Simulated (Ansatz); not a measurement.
# CdTe: how the settings move a relaxation

Aim: see which settings change the result for CdTe, by how much, and at what cost.

Computed with Ansatz 0.2.0 (reference: DFT, PBEsol, PAW with Ansatz's default frozen-core files, scalar-relativistic; relaxation of cell and atoms, unless a step's input says otherwise).

1 further run of the same task is left out (it didn't finish).

### Step 1. The system as given

The structure is orthorhombic, space group Cmcm (No. 63). Conventional cell: a = 6.131 Å, b = 6.189 Å, c = 6.091 Å, α = 90.00°, β = 90.00°, γ = 90.00°. Cd (site symmetry m2m) has 6 Te at 3.03 to 3.16 Å as nearest neighbours. Te (site symmetry m2m) is surrounded by 6 Cd at 3.03 to 3.16 Å.

Coordinates:

```
CELL_PARAMETERS angstrom
3.06529 -3.09461 0.00000
3.06529 3.09461 0.00000
0.00000 0.00000 6.09065
ATOMIC_POSITIONS crystal
Cd 0.27703 0.72297 0.75000
Cd 0.72297 0.27703 0.25000
Te 0.76614 0.23386 0.75000
Te 0.23386 0.76614 0.25000
```

### Step 2. Baseline

input.yaml

```yaml
crystal:
  lattice:
    - [3.065291, -3.094609, 0.0]
    - [3.065291, 3.094609, 0.0]
    - [0.0, 0.0, 6.090652]
  atoms:
    - { symbol: Cd, position: [0.27703, 0.72297, 0.75] }
    - { symbol: Cd, position: [0.72297, 0.27703, 0.25] }
    - { symbol: Te, position: [0.766137, 0.233863, 0.75] }
    - { symbol: Te, position: [0.233863, 0.766137, 0.25] }
kpoints:
  mp_grid: { grid: [8, 8, 6] }
scf:
  occupations: { method: fermi_dirac, width: 0.05 }
hamiltonian:
  xc: pbesol
  pseudopotentials: { kind: paw }
relax:
  f_tol: 0.002
  max_steps: 80
  cell: {}
output:
  forces: true
  stress: true
```

Launch:

```
> ansatz run input.yaml --threads 2 --pin off --max-ram 5120MiB --backend cpu --events-out ev --progress --plain --runs-dir out
```

### Step 3. Changed: mixing.algorithm anderson, mixing.beta 0.7, mixing.ndim 8, f_tol 0.005, max_displacement 0.05

input.yaml: that of step 2 with these lines changed.

```diff
@@ -14,2 +14,3 @@
   occupations: { method: fermi_dirac, width: 0.05 }
+  mixing: { algorithm: anderson, beta: 0.7, ndim: 8 }
 hamiltonian:
@@ -18,5 +19,6 @@
 relax:
-  f_tol: 0.002
+  f_tol: 0.005
   max_steps: 80
   cell: {}
+  max_displacement: 0.05
 output:
```

**Question.** What will these runs give? Wanted: for each run, ending; energy change; pressure; gap; force.

**Answer**, as computed:

| run | ending | energy change | pressure (GPa) | gap (eV) | force (eV/Å) | cycles | time |
| --- | --- | --- | --- | --- | --- | --- | --- |
| reference | converged | 0 | 0.0 | 0.00 | 0.00 | 44 | 52 s |
| 1: mixing.algorithm anderson, mixing.beta 0.7, mixing.ndim 8, f_tol 0.005, max_displacement 0.05 | converged | 0.0 meV/atom | 0.0 | 0.00 | 0.00 | 37 | 54 s |

What this shows: With the changed mixing, convergence setting and walk settings the energy agrees within 0.5 meV/atom. Semilocal functionals close small gaps, so the missing gap need not be the real solid's.
